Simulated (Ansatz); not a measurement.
## Structure relaxation of Cs

Theory: DFT PBEsol, scalar-relativistic, plane waves, PAW (Ansatz 0.2.0). Cutoff 420 eV, Γ-centred k mesh, Gaussian smearing, no spin polarisation in the final step.

The start puts Cs on the alpha-boron structure type (R-3m, No. 166), at a guessed volume.

```
CELL_PARAMETERS angstrom
6.43238 3.71373 10.96979
-6.43238 3.71373 10.96979
0.00000 -7.42747 10.96979
ATOMIC_POSITIONS crystal
Cs 0.01019 0.65361 0.01019
Cs 0.01019 0.01019 0.65361
Cs 0.65361 0.01019 0.01019
Cs 0.98981 0.34639 0.98981
Cs 0.34639 0.98981 0.98981
Cs 0.98981 0.98981 0.34639
Cs 0.22118 0.63060 0.22118
Cs 0.22118 0.22118 0.63060
Cs 0.63060 0.22118 0.22118
Cs 0.77882 0.36940 0.77882
Cs 0.36940 0.77882 0.77882
Cs 0.77882 0.77882 0.36940
```

Cell and atoms relax at zero pressure; the relaxation can't lower the symmetry of the start.

Energies count from the standard state of Cs at the same level.

**Question.** Which crystal results?

**Answer.** It keeps R-3m (No. 166), but not the shape of the type it started on. Conventional cell: a = 12.023 Å, c = 39.687 Å. Cs on Wyckoff site h (6 atoms of the primitive cell) is coordinated by 6 Cs at 4.89–5.49 Å; Cs on Wyckoff site h (6 atoms of the primitive cell) is coordinated by 6 Cs at 4.84–4.98 Å and 1 Cs at 5.49 Å.

```
Cs
1.0
     6.01141    3.47069   13.22905
    -6.01141    3.47069   13.22905
     0.00000   -6.94138   13.22905
Cs
12
Direct
  0.08233 0.51703 0.08233
  0.08233 0.08233 0.51703
  0.51703 0.08233 0.08233
  0.91767 0.48297 0.91767
  0.48297 0.91767 0.91767
  0.91767 0.91767 0.48297
  0.22955 0.63732 0.22955
  0.22955 0.22955 0.63732
  0.63732 0.22955 0.22955
  0.77045 0.36268 0.77045
  0.36268 0.77045 0.77045
  0.77045 0.77045 0.36268
```

**Question.** What are its volume, energy, density and gap?

**Answer.** The volume per atom is 138.00 Å³, the density is 1.60 g/cm³ and the energy over the standard structure is 0.14 eV/atom. The gap on the 6×6×6 mesh is 0 eV (a metal).

The final run used a 6×6×6 mesh on its 12-atom cell and 0.10 eV smearing. For metals, differences of a few meV/atom aren't resolved. A structure relaxed within its symmetry needn't be a true minimum.